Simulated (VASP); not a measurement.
Wanted: the native input for a VASP 6.6.1 run.

```
Task                   : density of states
Functional             : SCAN
Potentials or basis    : VASP PAW PBE potentials, release 64 (Re_pv)
Cutoff                 : 520 eV
k mesh                 : 12 × 12 × 12
Occupations            : tetrahedron
Spin                   : no spin polarisation
Further INCAR settings : ALGO = Normal; EDIFF = 1e-06; NBANDS = 12
```

The structure of Re lies in POSCAR:

```
Re
1.0
   -0.0087700000      1.9632830000      1.9376730000
    1.9798090000     -0.0157590000      1.9446620000
    1.9914590000      1.9819220000     -0.0274090000
Re
1
Direct
    0.0340620000     -0.0333550000     -0.0194330000
```

This isn't the form of Re at room conditions, which is hcp.

The cell isn't the ideal one: cell strained at random at fixed volume.

These files were run (other wordings do the same):

INCAR

```
PREC = Accurate
ENCUT = 520
EDIFF = 1E-6
ISMEAR = -5
SIGMA = 0.1
LREAL = F
LASPH = T
NELM = 80
ALGO = Normal
ISIF = 2
LWAVE = F
LCHARG = F
LMAXMIX = 4
METAGGA = SCAN
LMIXTAU = T
LORBIT = 11
NBANDS = 12
NEDOS = 1001
```

KPOINTS

```
regular mesh
0
Gamma
  12 12 12
```

Potentials or basis: VASP PAW PBE potentials, release 64 (Re_pv).

Command:

```console
$ cat potpaw_PBE.64/Re_pv/POTCAR > POTCAR
$ mpirun -np 1 vasp_std > vasp.out
```

Results of the run:

```
Pressure                                              : -22.4 GPa
Band gap on the k mesh                                : none (metal or under the smearing width)
Valence electrons inside the program's atomic spheres : Re 11.45
```

Caveat: the PAW data sets were made with another functional, which shifts forces and pressure a little; tetrahedron occupations give inexact forces and stress in metals.

Wall time 11 min on 1 thread of Intel(R) Xeon(R) Platinum 8488C (Sapphire Rapids), with other jobs on the host, peak memory 0.3 GiB.
